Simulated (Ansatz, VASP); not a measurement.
## Cross-check of AlN between VASP and Ansatz

One calculation is typed for both programs; each brings its own data sets. How far apart do they land? The structure shown is the end of the Ansatz relaxation below.

Method: plane waves, with VASP 6.6.1 beside it; single point at PBEsol, in Ansatz 0.2.0.

### Step 1. The starting structure

The structure is hexagonal, space group P6_3mc (No. 186). The conventional cell has a = 3.113 Å, b = 3.113 Å, c = 4.983 Å, α = 90.00°, β = 90.00°, γ = 120.00°. Al has 4 N at 1.89 to 1.90 Å nearest. Nearest to N lie 4 Al at 1.89 to 1.90 Å. Farther neighbours and most contacts between anions are not listed.

### Step 2. Ansatz: relaxation, PBEsol

Ansatz runs on its PAW soft_1 files.

This run makes the geometry at which the two programs are then compared.

Input file input.yaml:

```yaml
crystal:
  lattice:
    - [3.113478, 0.0, 0.0]
    - [-1.556739, 2.6963510421, 0.0]
    - [0.0, 0.0, 4.983363]
  atoms:
    - { symbol: Al, position: [0.3333333, 0.6666667, 0.0009582] }
    - { symbol: Al, position: [0.6666667, 0.3333333, 0.5009582] }
    - { symbol: "N", position: [0.6666667, 0.3333333, 0.1189798] }
    - { symbol: "N", position: [0.3333333, 0.6666667, 0.6189798] }
kpoints:
  mp_grid: { grid: [10, 10, 6] }
scf:
  occupations: { method: fermi_dirac, width: 0.02 }
hamiltonian:
  xc: pbesol
  pseudopotentials: { kind: paw, azcp: { folder: soft_1 }, xc_functional: pbe }
basis:
  ecutwfc: 600
output:
  forces: true
  stress: true
  write_density: true
  write_potential: true
  elf: true
  volumetric_format: npy
relax:
  f_tol: 0.005
  max_steps: 70
  cell: { stress_tol: 0.02, p_target: 0, fix: [a, b, alpha, beta, gamma] }
```

Started as:

```console
ansatz run input.yaml --threads 8 --pin off --max-ram 18432MiB --backend cpu --events-out ev --progress --plain --runs-dir out
```

Numbers of over 12 decimals in the logs are rounded to 6 here.

What it wrote:

```text
Engine: ansatz 0.2.0, aarch64-unknown-linux-gnu
Pseudopotentials: kind: paw
Pseudopotential: Al, paw, valence charge 3, recommended cutoff 420 eV (normal), soft_1/Al.paw.azcp
Pseudopotential: N, paw, valence charge 5, recommended cutoff 420 eV (normal), soft_1/N.paw.azcp
Functional definition: PBEsol
  exchange = pbesol_x
  correlation = pbesol_c
Crystal: 4 atoms, lattice volume = 41.835 Å³
Basis set: ecut = 600 eV, 1387 PW (Γ), exchange–correlation on 50×50×80 points (8 copies of the dense FFT grid, shifted against one another)
Bands: 12, of which v1, the nominal top of the filled ones, is band 8 counted from 1 (7 counted from 0)
Symmetry: 12 space group operations
Space group: P63mc (ITA 186), of the structure as read, at distance tolerance 3.5e-5 Å
k-points: 56 of 600 (time reversal used)
Non-local potential: Al, projectors of the file, l = 0: 2, l = 1: 2, l = 2: 1
Non-local potential: N, projectors of the file, l = 0: 2, l = 1: 2, l = 2: 1
PAW form: soft (Blöchl's): semilocal exchange-correlation on the pseudo side does not see the compensation charge
PAW frozen core: Al, regenerated for the run's functional, and the local potential with it (the file was generated under x = pbe(κ = 0.804, μ = 0.219515), c = pbe(β = 0.066725))
PAW frozen core: N, regenerated for the run's functional, and the local potential with it (the file was generated under x = pbe(κ = 0.804, μ = 0.219515), c = pbe(β = 0.066725))
PAW one-centre angular grid: Al, 110 points (default); XC on 64 Gauss nodes
PAW one-centre angular grid: N, 110 points (default); XC on 64 Gauss nodes
Initial density: superposition of atomic densities (chi_scale 0.1, normalization cell, long waves kept (reshape's long-wave potential 0.00 eV rms))
Initial wavefunctions: pseudopotential atomic-orbital guess
Functional: x = pbesol(κ = 0.804, μ = 0.123457), c = pbesol(β = 0.046)
SCF iter   1: F=—  HF=-1814.642581 eV  |F-HF|=—  |Δ(HF+E_count)|=         —  Δρ=1.30e-1  dr2=8.75e0  ethr=3.10e-3  ⟨swp⟩=5.9  Hψ=4294  notcnv=0
preconditioner: auto → none  [insulator: Δε(μ)=5.373 eV  Ē_g=14.138 eV  σ=0.020 eV  W_gap=1.00  n_scr=2 (ndim 8)  ℏωp=23.0 eV  f_vac=0.000  D(μ)=0.00/eV (n_scr^D=0)  ε∞_Penn≈3.6]
SCF iter   2: F=—  HF=-1812.046635 eV  |F-HF|=—  |Δ(HF+E_count)|=    2.60e0  Δρ=3.49e-2  dr2=3.64e-1  ethr=3.10e-3  ⟨swp⟩=2.9  Hψ=1976  notcnv=0
SCF iter   3: F=—  HF=-1811.941528 eV  |F-HF|=—  |Δ(HF+E_count)|=   1.05e-1  Δρ=1.29e-2  dr2=4.06e-2  ethr=2.27e-3  ⟨swp⟩=1.0  Hψ=752  notcnv=0
SCF iter   4: F=—  HF=-1811.931032 eV  |F-HF|=—  |Δ(HF+E_count)|=   1.05e-2  Δρ=4.51e-4  dr2=4.48e-5  ethr=2.54e-4  ⟨swp⟩=2.0  Hψ=895  notcnv=0
SCF iter   5: F=—  HF=-1811.931058 eV  |F-HF|=—  |Δ(HF+E_count)|=   2.62e-5  Δρ=5.54e-5  dr2=5.28e-7  ethr=2.80e-7  ⟨swp⟩=2.0  Hψ=1109  notcnv=0
SCF iter   6: F=-1811.931058 eV  HF=-1811.931058 eV  |F-HF|=9.89e-9  |Δ(HF+E_count)|=   5.72e-9  Δρ=5.99e-6  dr2=1.27e-8  ethr=6.25e-10  ⟨swp⟩=7.9  Hψ=3721  notcnv=0
SCF 1 converged in 6 iterations: F = -1811.931058 eV  dr2 = 1.27e-8
  greatest PAW one-centre occupation: 0.787 electrons in one spin orbital (limit 2), on the N atom at site 3 (counted from 0), in its partial waves of l = 0
relax step   1: F+E_penalty+E_count = -1811.93105769 eV  Δ(F+E_penalty+E_count) = +0.000e0 eV  max|allowed force component| = 1.547e-4 eV/Å  Δτ_max = 0.0000 Å  P = +0.003 GPa  Ω = 41.835 Å³  fix = [a, b, alpha, beta, gamma]  reactions: a +0.007, b +0.007 GPa  (6 SCF iters, dr2 threshold 1.00e-7 eV, accepted)
Initial density: handed on by an earlier stage of this run
Initial wavefunctions: pseudopotential atomic-orbital guess (no wavefunctions were taken with the density)
iter 1 solved again at ethr=1.40e-8 eV; its pass at ethr=3.10e-3 eV (dr2=2.25e-6 eV) is discarded
SCF iter   1: F=—  HF=-1811.931055 eV  |F-HF|=—  |Δ(HF+E_count)|=         —  Δρ=6.68e-6  dr2=1.46e-8  ethr=1.40e-8  ⟨swp⟩=3.0  Hψ=6491  notcnv=0
preconditioner: auto → none  [insulator: Δε(μ)=4.098 eV  Ē_g=13.014 eV  σ=0.020 eV  W_gap=1.00  n_scr=2 (ndim 8)  ℏωp=23.0 eV  f_vac=0.000  D(μ)=0.00/eV (n_scr^D=0)  ε∞_Penn≈4.1]
SCF iter   2: F=—  HF=-1811.931058 eV  |F-HF|=—  |Δ(HF+E_count)|=   2.65e-6  Δρ=1.55e-6  dr2=3.75e-10  ethr=9.13e-11  ⟨swp⟩=2.0  Hψ=1120  notcnv=0
SCF iter   3: F=—  HF=-1811.931058 eV  |F-HF|=—  |Δ(HF+E_count)|=  1.41e-10  Δρ=7.35e-7  dr2=7.65e-11  ethr=2.34e-12  ⟨swp⟩=1.9  Hψ=1001  notcnv=0
iter 4 did not close the SCF: its close was put off for the readings that it lacked (scf_convergence_deferred on its scf_iter line)
SCF iter   4: F=-1811.931058 eV  HF=-1811.931058 eV  |F-HF|=2.27e-13  |Δ(HF+E_count)|=  5.37e-11  Δρ=8.90e-8  dr2=1.61e-12  ethr=1.00e-12  ⟨swp⟩=1.0  Hψ=672  notcnv=0
iter 5 did not close the SCF: its close was put off for the readings that it lacked (scf_convergence_deferred on its scf_iter line)
SCF iter   5: F=-1811.931058 eV  HF=-1811.931058 eV  |F-HF|=2.27e-13  |Δ(HF+E_count)|=  2.27e-13  Δρ=1.13e-8  dr2=1.65e-14  ethr=1.00e-12  ⟨swp⟩=1.0  Hψ=672  notcnv=0
iter 6 did not close the SCF: its close was put off for the readings that it lacked (scf_convergence_deferred on its scf_iter line)
SCF iter   6: F=-1811.931058 eV  HF=-1811.931058 eV  |F-HF|=9.09e-13  |Δ(HF+E_count)|=  6.82e-13  Δρ=1.68e-9  dr2=3.46e-16  ethr=1.00e-12  ⟨swp⟩=1.0  Hψ=672  notcnv=0
iter 7 did not close the SCF: its close was put off for the readings that it lacked (scf_convergence_deferred on its scf_iter line)
SCF iter   7: F=-1811.931058 eV  HF=-1811.931058 eV  |F-HF|=4.55e-13  |Δ(HF+E_count)|=  9.09e-13  Δρ=2.09e-10  dr2=1.54e-17  ethr=1.00e-12  ⟨swp⟩=1.0  Hψ=672  notcnv=0
SCF iter   8: F=-1811.931058 eV  HF=-1811.931058 eV  |F-HF|=4.55e-13  |Δ(HF+E_count)|=  9.09e-13  Δρ=6.58e-11  dr2=5.84e-19  ethr=1.00e-12  ⟨swp⟩=1.0  Hψ=1569  notcnv=0
SCF 2 converged in 8 iterations: F = -1811.931058 eV  dr2 = 5.84e-19
relax step   2: F+E_penalty+E_count = -1811.93105769 eV  Δ(F+E_penalty+E_count) = -6.240e-9 eV  max|allowed force component| = 1.810e-4 eV/Å  Δτ_max = 0.0000 Å  P = +0.004 GPa  Ω = 41.835 Å³  fix = [a, b, alpha, beta, gamma]  reactions: a +0.007, b +0.007 GPa  stress off target by 3.17e-3 GPa on what of the cell is left free  SCF on the basis re-selected at this cell (its energy is not comparable with the rows above)  (8 SCF iters)
basis re-selected at this cell: Δ(F+E_penalty+E_count) = -6.240e-9 eV, ΔP = +0.000 GPa vs the last step (what re-selecting the basis moved, of the pressure what is left beyond the Pulay correction that the steps carried, after the strain that the cell walked since its last selection, with what the two solves' SCF thresholds leave and, on support functions, any second-order correction that the steps lacked; it is no m [...]
SCF converged after 8 iterations
Free energy (F): -1811.931058 eV
Harris-Foulkes:  -1811.931058 eV  (|F-HF|=4.55e-13)
Internal energy: -1811.931058 eV  (E = F + TS)
E sigma→0 (E₀):  -1811.931058 eV
Fermi energy:    9.087498 eV
--- Per-component energies (eV) ---
  E_band       = 28.472076
  E_kinetic    = 311.903049
  E_local      = -418.954242  (includes V_loc(G=0)·N_el)
  E_nonlocal   = 89.760027
  E_hartree    = 153.502566
  E_xc         = -195.966545
  E_vxc        = -212.983620  (∫ρ·V_xc dr)
  E_paw        = -1160.754270  (= ΣΔE_a)
  E_vpaw       = -48.258296  (= ΣTr[D̂ρ^β])
  E_aug_tail   = 0.000024  (compensation charges beyond the density's cutoff)
  E_ewald      = -591.516144
  E_core_change = 0.094476  (= ΣΔE_core)
  E_smearing   = -0.000000  (= −TS)
  E_closure    = 0.000000  (closes the sum)
  Σ components = -1811.931058   (vs F -1811.931058, Δ=0.00e0)
--- Forces (eV/Å), atoms counted from 1 ---
  atom   1  Al     0.00000000     0.00000000    -0.00018136
  atom   2  Al    -0.00000000    -0.00000000    -0.00018136
  atom   3  N      0.00000000     0.00000000     0.00018071
  atom   4  N     -0.00000000    -0.00000000     0.00018071
  max |Σ_I F_I| component: 1.30e-6 eV/Å
--- Stress (GPa, compression-positive) ---
        0.007192       0.000000      -0.000000
        0.000000       0.007192       0.000000
       -0.000000       0.000000      -0.003168
  P = ⅓ Tr σ = 0.0037 GPa (0.037 kbar)
--- Band table (eV; the first three rows and the last of 56) ---
  k-point 0: bands = [... 4 lower, 6.1592, 6.8121, 6.8121, 7.0356, 11.1334, 13.5790, 17.5269, 18.0494]
  k-point 1: bands = [... 4 lower, 6.2005, 6.4242, 6.7660, 6.7660, 11.6332, 13.6465, 17.3509, 18.0177]
  k-point 2: bands = [... 4 lower, 6.3152, 6.3152, 6.6417, 6.6417, 12.5889, 13.7101, 17.0695, 18.0528]
  k-point 55: bands = [... 4 lower, 3.3413, 3.3413, 6.2076, 6.2076, 13.9759, 13.9759, 15.1397, 15.1397]
--- Relaxed structure (1 steps of the walk, 1 accepted, 1 SCFs on fresh bases) ---
  F+E_penalty+E_count = -1811.93105769 eV   max|allowed force component| = 1.810e-4 eV/Å   (the final SCF, on the basis selected at the relaxed cell)
  cell:  # Å, volume = 41.8355 Å³
    - [3.113478, 0.0, 0.0]
    - [-1.556739, 2.696351, 0.0]
    - [0.0, 0.0, 4.983363]
  atoms:
    - { symbol: Al, position: [0.333333, 0.666667, 0.0009582] }
    - { symbol: Al, position: [0.666667, 0.333333, 0.5009582] }
    - { symbol: N, position: [0.666667, 0.333333, 0.118980] }
    - { symbol: N, position: [0.333333, 0.666667, 0.6189798] }
```

### Step 3. VASP: single point, PBEsol, pair 1

The same cell, functional, mesh and smearing now go to VASP, with its own data sets.

Lines of VASP's logs that name or quote its potential files are left out, and so is its time.

Input file INCAR:

```
SYSTEM = AlN
PREC = Accurate
ENCUT = 600
EDIFF = 1E-06
NELM = 120
ISMEAR = -1
SIGMA = 0.02
LREAL = .FALSE.
ALGO = Normal
GGA = PS
NBANDS = 14
LORBIT = 11
LWAVE = .FALSE.
LCHARG = .FALSE.
ISIF = 2
LASPH = .TRUE.
GGA_COMPAT = .FALSE.
EFERMI = MIDGAP
```

Input file POSCAR:

```
AlN
1.0
    3.1134780000      0.0000000000      0.0000000000
   -1.5567390000      2.6963510421      0.0000000000
    0.0000000000      0.0000000000      4.9833630000
Al N
2 2
Direct
    0.3333333334      0.6666666668      0.0009582000
    0.6666666668      0.3333333334      0.5009582000
    0.6666666668      0.3333333334      0.1189798000
    0.3333333334      0.6666666668      0.6189798000
```

Input file KPOINTS:

```
Automatic mesh
0
Gamma
10 10 6
0 0 0
```

PAW data sets: Al and N (PBE family, release 64).

Started as:

```console
mpirun -np 1 vasp_std
```

What it wrote:

```text
[banner, memory and clock lines left out]
running    1 mpi-ranks, on    1 nodes
 distrk:  each k-point on    1 cores,    1 groups
 distr:  one band on    1 cores,    1 groups

 POSCAR found type information on POSCAR AlN
 POSCAR found :  2 types and       4 ions
|                                                                             |
|               ----> ADVICE to this user running VASP <----                  |
|                                                                             |
|     You enforced a specific xc type in the INCAR file but a different       |
|     [... a line on the potential file left out ...]
|     I HOPE YOU KNOW WHAT YOU ARE DOING!                                     |
|                                                                             |

 LDA part: xc-table for (Slater+PW92), standard interpolation
 POSCAR, INCAR and KPOINTS ok, starting setup
 FFT: planning ... GRIDC
 FFT: planning ... GRID_SOFT
 FFT: planning ... GRID
 WAVECAR not read
 entering main loop
       N       E                     dE             d eps       ncg     rms          rms(c)
DAV:   1     0.536396157711E+02    0.53640E+02   -0.82131E+03  1568   0.116E+03
DAV:   2    -0.311509080547E+02   -0.84791E+02   -0.76447E+02  2224   0.223E+02
DAV:   3    -0.357282682093E+02   -0.45774E+01   -0.45559E+01  2114   0.554E+01
DAV:   4    -0.357625423530E+02   -0.34274E-01   -0.34270E-01  1772   0.533E+00
DAV:   5    -0.357629545249E+02   -0.41217E-03   -0.41216E-03  2122   0.588E-01    0.117E+01
DAV:   6    -0.313581978038E+02    0.44048E+01   -0.11934E+01  2018   0.268E+01    0.420E+00
DAV:   7    -0.313528909694E+02    0.53068E-02   -0.75792E-01  1760   0.620E+00    0.286E+00
DAV:   8    -0.313217246148E+02    0.31166E-01   -0.89539E-02  1916   0.286E+00    0.544E-01
DAV:   9    -0.313154159863E+02    0.63086E-02   -0.20511E-02  2114   0.109E+00    0.249E-01
DAV:  10    -0.313158057977E+02   -0.38981E-03   -0.17779E-03  1802   0.308E-01    0.164E-01
DAV:  11    -0.313157076430E+02    0.98155E-04   -0.19314E-04  2066   0.112E-01    0.347E-02
DAV:  12    -0.313157065635E+02    0.10795E-05   -0.74077E-06  1928   0.250E-02    0.556E-03
DAV:  13    -0.313157062647E+02    0.29885E-06   -0.37598E-06  2072   0.155E-02
   1 F= -.31315706E+02 E0= -.31315706E+02  d E =0.000000E+00
```

Parts of OUTCAR (step 3):

```text
ion  position               nearest neighbor table
   1  0.333  0.667  0.001-   3 1.89   3 1.89   3 1.89   4 1.90   2 3.07   2 3.07   2 3.07   2 3.07
                             2 3.07   2 3.07
   2  0.667  0.333  0.501-   4 1.89   4 1.89   4 1.89   3 1.90   1 3.07   1 3.07   1 3.07   1 3.07
                             1 3.07   1 3.07
   3  0.667  0.333  0.119-   1 1.89   1 1.89   1 1.89   2 1.90
   4  0.333  0.667  0.619-   2 1.89   2 1.89   2 1.89   1 1.90

  LATTYP: Found a hexagonal cell.
 ALAT       =     3.1134780000
 C/A-ratio  =     1.6005775535

 Subroutine GETGRP returns: Found 12 space group operations
 (whereof  6 operations were pure point group operations)

The static configuration has the point symmetry C_3v.
 The point group associated with its full space group is C_6v.

 Found     56 irreducible k-points:

   k-points           NKPTS =     56   k-points in BZ     NKDIM =     56   number of bands    NBANDS=     14

   dimension x,y,z NGX =    28 NGY =   28 NGZ =   40
   dimension x,y,z NGXF=    56 NGYF=   56 NGZF=   80

   ENCUT  =  600.0 eV  44.10 Ry    6.64 a.u.   6.22  6.22  9.95*2*pi/ulx,y,z

   NELECT =      16.0000    total number of electrons

 k-points in reciprocal lattice and weights: Automatic mesh
   0.00000000  0.00000000  0.00000000       0.002
   0.10000000  0.00000000  0.00000000       0.010
   0.20000000  0.00000000  0.00000000       0.010
   0.30000000  0.00000000  0.00000000       0.010
   0.40000000 -0.00000000  0.00000000       0.010
   0.50000000  0.00000000  0.00000000       0.005
   0.10000000  0.10000000  0.00000000       0.010
   0.20000000  0.10000000  0.00000000       0.020
   0.30000000  0.10000000  0.00000000       0.020
[...]
0.40000000  0.20000000  0.50000000       0.010
   0.30000000  0.30000000  0.50000000       0.010

 average (electrostatic) potential at core
       1 -71.3882       2 -71.3882       3 -60.0164       4 -60.0164

 E-fermi :   8.1091

 k-point     1 :       0.0000    0.0000    0.0000
  band No.  band energies     occupation
    ...
      4       5.1744      2.00000
      5       5.1744      2.00000
      6       5.8284      2.00000
      7       5.8284      2.00000
      8       6.0522      2.00000
      9      10.1660      0.00000
     10      12.6018      0.00000
     11      16.5458      0.00000
     12      17.0732      0.00000
     13      17.0732      0.00000
    ...

 k-point     2 :       0.1000    0.0000    0.0000
  band No.  band energies     occupation
    ...
      4       4.5873      2.00000
      5       5.0090      2.00000
      6       5.2555      2.00000
      7       5.8081      2.00000
      8       5.9951      2.00000
      9      10.7446      0.00000
     10      13.1123      0.00000
     11      16.0114      0.00000
     12      16.2619      0.00000
     13      17.4407      0.00000
    ...

 k-point     3 :       0.2000    0.0000    0.0000
  band No.  band energies     occupation
    ...
      4       3.2675      2.00000
      5       4.1425      2.00000
      6       4.6508      2.00000
      7       5.7052      2.00000
      8       5.7885      2.00000
      9      11.7722      0.00000
     10      13.7527      0.00000
     11      14.6071      0.00000
     12      15.6753      0.00000
     13      17.9000      0.00000
    ...

  Total       -0.0219949     -0.0219949     -0.0261798      0.0000000     -0.0000000     -0.0000000
  in kB       -0.8423410     -0.8423410     -1.0026093      0.0000000     -0.0000000     -0.0000000
  external PRESSURE =      -0.8957638 kB  Pullay stress =       0.0000000 kB

  energy-cutoff  :      600.00
  volume of cell :       41.84
      direct lattice vectors                 reciprocal lattice vectors
     3.113478000  0.000000000  0.000000000     0.321184219  0.185435795  0.000000000
    -1.556739000  2.696351042  0.000000000     0.000000000  0.370871591  0.000000000
     0.000000000  0.000000000  4.983363000     0.000000000  0.000000000  0.200667702

 POSITION                                       TOTAL-FORCE (eV/Angst)
 -----------------------------------------------------------------------------------
      0.00000      1.79757      0.00478        -0.000000      0.000000      0.000059
      1.55674      0.89878      2.49646        -0.000000     -0.000000      0.000059
      1.55674      0.89878      0.59292        -0.000000      0.000000     -0.000059
      0.00000      1.79757      3.08460         0.000000     -0.000000     -0.000059
 -----------------------------------------------------------------------------------
    total drift:                               -0.000000     -0.000000     -0.000435

  FREE ENERGIE OF THE ION-ELECTRON SYSTEM (eV)
  ---------------------------------------------------
  free  energy   TOTEN  =       -31.3157062647 eV

  energy  without entropy=      -31.3157062647  energy(sigma->0) =      -31.31570626

 total charge
# of ion       s       p       d       tot
------------------------------------------
    1        0.369   0.442   0.000   0.810
    2        0.369   0.442   0.000   0.810
    3        1.214   2.618   0.000   3.832
    4        1.214   2.618   0.000   3.832
--------------------------------------------------
tot          3.166   6.119   0.000   9.285

[... 3 further parts left out ...]
```

The run ends at a pressure of -0.09 GPa.

### Step 4. Comparison

Known differences besides the potentials themselves: Ansatz makes its cores anew for this functional, VASP keeps those of its PBE data sets; Ansatz's pressure holds a Pulay correction, VASP's none. Total energies have different zeros and are not compared.

Both answers:

| quantity | Ansatz | VASP | difference |
| --- | --- | --- | --- |
| pressure (GPa) | 0.00 | -0.09 | +0.09 |
| gap on the k mesh (eV) | 4.098 | 4.114 | -0.016 |

A gap on the mesh is an upper bound, since the band edges may lie between its points.

### Step 5. Ansatz: relaxation, PBEsol

This run makes the geometry at which the two programs are then compared. The cell compared in this pair holds 40.03 Å³, against 41.84 Å³ for the pair before.

The structure compared here is the end of the Ansatz relaxation.

Edit input.yaml of step 2 so:

```diff
@@ -2,5 +2,5 @@
   lattice:
-    - [3.113478, 0.0, 0.0]
-    - [-1.556739, 2.6963510421, 0.0]
-    - [0.0, 0.0, 4.983363]
+    - [3.02007366, 0.0, 0.0]
+    - [-1.51003683, 2.6154605109, 0.0]
+    - [0.0, 0.0, 5.073063534]
   atoms:
@@ -22,6 +22,2 @@
   stress: true
-  write_density: true
-  write_potential: true
-  elf: true
-  volumetric_format: npy
 relax:
```

Started as:

```console
ansatz run input.yaml --threads 8 --pin off --max-ram 18432MiB --backend cpu --events-out ev --progress --plain --runs-dir out
```

What it wrote:

```text
[...]
Crystal: 4 atoms, lattice volume = 40.072 Å³
Basis set: ecut = 600 eV, 1305 PW (Γ), exchange–correlation on 50×50×90 points (8 copies of the dense FFT grid, shifted against one another)
Bands: 12, of which v1, the nominal top of the filled ones, is band 8 counted from 1 (7 counted from 0)
Symmetry: 12 space group operations
[...]
k-points: 56 of 600 (time reversal used)
[...]
--- Relaxed structure (4 steps of the walk, 4 accepted, 1 SCFs on fresh bases) ---
[...]
cell:  # Å, volume = 40.0289 Å³
    - [3.020074, 0, 0.0]
    - [-1.510037, 2.615461, 0.0]
    - [0.0, 0.0, 5.067667]
  atoms:
    - { symbol: Al, position: [0.333333, 0.666667, -0.00341773] }
    - { symbol: Al, position: [0.666667, 0.333333, 0.496582] }
    - { symbol: N, position: [0.666667, 0.333333, 0.123356] }
    - { symbol: N, position: [0.333333, 0.666667, 0.623356] }
[key lines of the parts left out:]
SCF converged after 7 iterations
Free energy (F): -1811.817056 eV
Fermi energy:    9.673699 eV
P = ⅓ Tr σ = 10.1700 GPa (101.700 kbar)
```

(Continued in part 2 of 2.)

[Lines on the potential files, build, host, timing and source positions are cut from VASP's logs without a mark.]

[Logs are printed without paths, hosts, clocks, repeated set-up lines and the standing remarks that a program may print on its own settings, such as how far it seeks lower states.]

[Hosts, paths, dates, database ids (printed as entryN), source tags and the programs' standing remarks are cut or masked in the printed files.]
